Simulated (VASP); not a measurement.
Write the native input for VASP 6.6.1 that does the following.

- Task: single point
- Functional: PBE
- Potentials or basis: VASP PAW PBE potentials, release 64 (As, Ga_d)
- Cutoff: 520 eV
- k mesh: 8 × 8 × 8
- Occupations: gaussian, width 0.017 eV
- Spin: no spin polarisation
- Further INCAR settings: ALGO = Normal; EDIFF = 1e-07

The structure of GaAs lies in POSCAR:

```
GaAs
1.0
    0.0000000000      2.8268500000      2.8268500000
    2.8268500000      0.0000000000      2.8268500000
    2.8268500000      2.8268500000      0.0000000000
As Ga
1 1
Direct
    0.7500000000      0.7500000000      0.7500000000
    0.0000000000      0.0000000000      0.0000000000
```

These files were run (other wordings do the same):

INCAR

```
PREC = Accurate
ENCUT = 520
EDIFF = 1E-7
ISMEAR = 0
SIGMA = 0.017
LREAL = F
LASPH = T
NELM = 60
ALGO = Normal
ISIF = 2
LWAVE = F
LCHARG = F
GGA = PE
```

KPOINTS

```
Automatic mesh
0
Gamma
  8 8 8
```

Potentials or basis: VASP PAW PBE potentials, release 64 (As, Ga_d).

Run with:

```bash
$ cat potpaw_PBE.64/As/POTCAR potpaw_PBE.64/Ga_d/POTCAR > POTCAR
$ mpirun -np 1 vasp_std > vasp.out
```

It gave:

The pressure is 3.5 GPa and the band gap on the k mesh is 0.52 eV, direct.

It took 11 s on 1 thread of AMD EPYC 9R45 96-Core Processor (Zen 5), on a shared host, peak memory 0.14 GiB.
